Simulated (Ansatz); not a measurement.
A run of Ansatz 0.2.0 is set up as follows.

File input.yaml:

```yaml
crystal:
  lattice:
    - [2.193, 1.2661291403, 10.1656666667]
    - [-2.193, 1.2661291403, 10.1656666667]
    - [0.0, -2.5322582807, 10.1656666667]
  atoms:
    - { symbol: Bi, position: [0.6, 0.6, 0.6] }
    - { symbol: Bi, position: [0.4, 0.4, 0.4] }
    - { symbol: Te, position: [0.7905, 0.7905, 0.7905] }
    - { symbol: Te, position: [0.2095, 0.2095, 0.2095] }
    - { symbol: Te, position: [0.0, 0.0, 0.0] }
hamiltonian:
  xc: pbe
  pseudopotentials: { kind: nc, source: spms }
kpoints:
  mp_grid: { grid: [7, 7, 7] }
scf:
  occupations: { method: fermi_dirac, width: 0.05 }
output:
  forces: true
  stress: true
  eigenvalues: true
relax:
  f_tol: 0.01
  max_steps: 40
  cell: { stress_tol: 0.05 }
```

Potentials or basis: SPMS NC.

Launch:

```sh
$ ansatz run input.yaml --threads 2 --pin off --max-ram 5632MiB --backend cpu --events-out ev --progress --plain --runs-dir out
```

Problem. Estimate the relaxed volume.

Solution. 36.33 Å³/atom.

Problem. Predict the space group after relaxing (to 0.05 Å).

Solution. R-3m (No. 166).

Step by step:
```csv
step,energy change (eV),largest force (eV/Å),volume (Å³)
1,0.0000,0.0215,169.36
2,-0.0270,0.2139,180.99
3,-0.0489,0.0515,177.79
4,-0.0520,0.0214,178.06
5,-0.0530,0.0166,179.24
6,-0.0529,0.0010,179.59
7,-0.0635,0.0012,179.59
8,-0.0641,0.0015,180.93
9,-0.0639,0.0007,181.63
10,-0.0652,0.0007,181.63
```

Caveat: odd divisions of the mesh miss points on the zone boundary, where band edges often lie, so the gap on the mesh can be too wide; the plane-wave basis is chosen anew once the cell has moved, so the energies of steps on either side of that aren't comparable; spin-orbit coupling is left out, which as a rule narrows the gap of such compounds by several tenths of an eV. Zero-point motion and thermal expansion aren't in these numbers.
